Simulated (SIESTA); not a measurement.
Runs of SIESTA 5.4.2 on MgS (Niningerite). The structure is cubic, space group Fm-3m (No. 225). Conventional cell: a = 5.203 Å, b = 5.203 Å, c = 5.203 Å, α = 90.00°, β = 90.00°, γ = 90.00°. S (site symmetry m-3m) has 6 Mg at 2.60 Å as nearest neighbours. Mg (site symmetry m-3m) has 6 S at 2.60 Å as nearest neighbours. 

```csv
task,level,potentials or basis,cell,broadening (eV),window to (eV),optical mesh offset,window from (eV),energy points,energy shift,gap on the mesh (eV),pressure (GPa)
optical spectrum,PW86PBE,"PseudoDojo 0.4 stringent (PBE files), DZP (energy shift 0.005 Ry)",as given,0.1 eV,40 eV,true,-,-,0.005 Ry,(a),5.1
density of states,revPBE,"PseudoDojo 0.4 standard (PBE files), DZP (energy shift 0.02 Ry)",as given,0.2 eV,5 eV,-,-10 eV,301,0.02 Ry,2.98,-0.2
density of states,LDA-PZ,"PseudoDojo 0.5 standard (PBE files), DZP (energy shift 0.01 Ry)",cell strained at random at fixed volume,0.1 eV,5 eV,-,-25 eV,301,0.01 Ry,2.34,-2.4
relaxation of cell and atoms,vdW-DF,"PseudoDojo 0.4 stringent (PBE files), DZP (energy shift 0.002 Ry)",relaxed from: cell strained at random at fixed volume,-,-,-,-,-,0.002 Ry,2.80,0.0
atomic charges,vdW-DF,"PseudoDojo 0.4 standard (PBE files), TZP (energy shift 0.01 Ry)",as given,-,-,-,-,-,0.01 Ry,2.98,4.0
```

Alike in all rows: no spin polarisation; k mesh 9 × 9 × 9; smearing fermi-dirac 0.05 eV; grid cutoff 800 Ry.

Task: Fill in the values left out.

Result: (a) 2.83.

Caveats: semicore shells carry a single zeta, which can move pressures by several GPa and volumes by a few percent; the potentials were made for another functional, which shifts forces and pressure; an odd mesh through Γ misses points on the zone boundary, where band edges often lie; the basis of atomic orbitals isn't converged, which shifts pressures, moduli and gaps; the basis holds too few empty states to meet the f-sum rule, so the spectrum is short of weight at high energy (some runs); spectra need much finer meshes, so this one isn't converged (some runs); independent-particle spectra lack excitons (some runs).

Runs at the PBE level aren't shown here.
